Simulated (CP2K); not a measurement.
Runs of CP2K 2026.2 on Ge. The structure is orthorhombic, space group Cmcm (No. 63). Conventional cell: a = 2.976 Å, b = 5.189 Å, c = 4.728 Å, α = 90.00°, β = 90.00°, γ = 90.00°. Ge (site symmetry m2m) has 12 Ge at 2.92 to 2.99 Å as nearest neighbours. This isn't the form of Ge at room conditions, which is diamond.

```csv
task,level,potentials or basis,cell,k mesh,smearing,EPS_DEFAULT,k points reduced by the point group,NGRIDS,basis sets,potentials,gap on the mesh (eV),pressure (GPa)
band structure,LDA,GTH_POTENTIALS Ge GTH-PADE-q4; TZVP-MOLOPT-PBE-GTH basis,as given,10 × 10 × 6,fermi-dirac 0.05 eV,1.0E-9,yes,5,Ge TZVP-MOLOPT-PBE-GTH-q4,Ge GTH-PADE-q4 of GTH_POTENTIALS,none,-1.2
band structure,SCAN,POTENTIAL_UZH Ge GTH-SCAN-q4; TZVP-MOLOPT-SCAN-GTH basis,as given,10 × 10 × 6,fermi-dirac 0.1 eV,1.0E-9,yes,5,Ge TZVP-MOLOPT-SCAN-GTH-q4,Ge GTH-SCAN-q4 of POTENTIAL_UZH,none,(a)
single point,LDA,GTH_POTENTIALS Ge GTH-PADE-q4; TZVP-MOLOPT-PBE-GTH basis,as given,10 × 10 × 6,gaussian 0.1 eV,1.0E-10,yes,4,Ge TZVP-MOLOPT-PBE-GTH-q4,Ge GTH-PADE-q4 of GTH_POTENTIALS,none,-1.2
band structure,TASK,POTENTIAL_UZH Ge GTH-SCAN-q4; TZVP-MOLOPT-SCAN-GTH basis,as given,10 × 10 × 6,fermi-dirac 0.1 eV,1.0E-9,yes,4,Ge TZVP-MOLOPT-SCAN-GTH-q4,Ge GTH-SCAN-q4 of POTENTIAL_UZH,none,1.1
relaxation of cell and atoms,LDA,GTH_POTENTIALS Ge GTH-PADE-q4; TZVP-MOLOPT-PBE-GTH basis,relaxed,8 × 8 × 5,fermi-dirac 0.01 eV,1.0E-9,-,4,Ge TZVP-MOLOPT-PBE-GTH-q4,Ge GTH-PADE-q4 of GTH_POTENTIALS,none,0.0
```

Alike in all rows: no spin polarisation.

Q: Fill in the values left out.

A: (a) -1.5.

Caveats: the basis of atomic orbitals isn't converged, which shifts pressures, moduli and gaps; the potentials were made for another functional, which shifts forces and pressure (some runs).

A k mesh can miss the band edges, and the runs leave out spin-orbit coupling on Ge.

A gap of «none» marks a metal or a gap under the smearing width.

Not every run made on this cell is shown here.
